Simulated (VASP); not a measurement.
Set up this calculation in VASP 6.6.1, as the native input.

```yaml
Task: band structure
Functional: SCAN
Potentials_or_basis: VASP PAW PBE potentials, release 64 (Zr_sv)
Cutoff: 520 eV
k_mesh: 9 × 9 × 5
Occupations: fermi-dirac, width 0.05 eV
Spin: no spin polarisation
Further_INCAR_settings: ALGO = Normal; EDIFF = 1e-07; NBANDS = 19
```

The structure of Zr lies in POSCAR:

```
Zr
1.0
    3.2319982200      0.0000000000      0.0000000000
   -1.6159991100      2.7989925700      0.0000000000
    0.0000000000      0.0000000000      5.1470000000
Zr
2
Direct
    0.3346542400      0.6741300100      0.2538998500
    0.6653457600      0.3258699900      0.7461001500
```

The cell isn't the ideal one: atom 2 moved 0.06 Å.

One way to write it, as run:

INCAR

```
SYSTEM = Zr
PREC = Accurate
ENCUT = 520
EDIFF = 1E-7
ISMEAR = -1
SIGMA = 0.05
LREAL = .False.
LASPH = .True.
NELM = 100
ALGO = Normal
ISIF = 2
LWAVE = .False.
LCHARG = .False.
LMAXMIX = 4
METAGGA = SCAN
LMIXTAU = .True.
NBANDS = 19
```

KPOINTS

```
Automatic mesh
0
Gamma
  9 9 5
  0 0 0
```

KPOINTS_OPT

```
path GMKGALHA,LM,KH
10
line-mode
reciprocal
 0.0000000000  0.0000000000  0.0000000000  G
 0.5000000000  0.0000000000  0.0000000000  M

 0.5000000000  0.0000000000  0.0000000000  M
 0.3333333333  0.3333333333  0.0000000000  K

 0.3333333333  0.3333333333  0.0000000000  K
 0.0000000000  0.0000000000  0.0000000000  G

 0.0000000000  0.0000000000  0.0000000000  G
 0.0000000000  0.0000000000  0.5000000000  A

 0.0000000000  0.0000000000  0.5000000000  A
 0.5000000000  0.0000000000  0.5000000000  L

 0.5000000000  0.0000000000  0.5000000000  L
 0.3333333333  0.3333333333  0.5000000000  H

 0.3333333333  0.3333333333  0.5000000000  H
 0.0000000000  0.0000000000  0.5000000000  A

 0.5000000000  0.0000000000  0.5000000000  L
 0.5000000000  0.0000000000  0.0000000000  M

 0.3333333333  0.3333333333  0.0000000000  K
 0.3333333333  0.3333333333  0.5000000000  H
```

Potentials or basis: VASP PAW PBE potentials, release 64 (Zr_sv).

Run with:

```bash
$ cat potpaw_PBE.64/Zr_sv/POTCAR > POTCAR
$ mpirun -np 1 vasp_std > vasp.out
```

It gave:

```
Pressure                : 0.2 GPa
Largest force           : 0.143 eV/Å
Band gap along the path : none (metal or under the smearing width)
```

Caveat: the PAW data sets were made with another functional, which shifts forces and pressure a little.

Run time: 20 min on 1 thread of AMD EPYC 7R13 Processor (Zen 3) (shared host), peak memory 0.33 GiB.
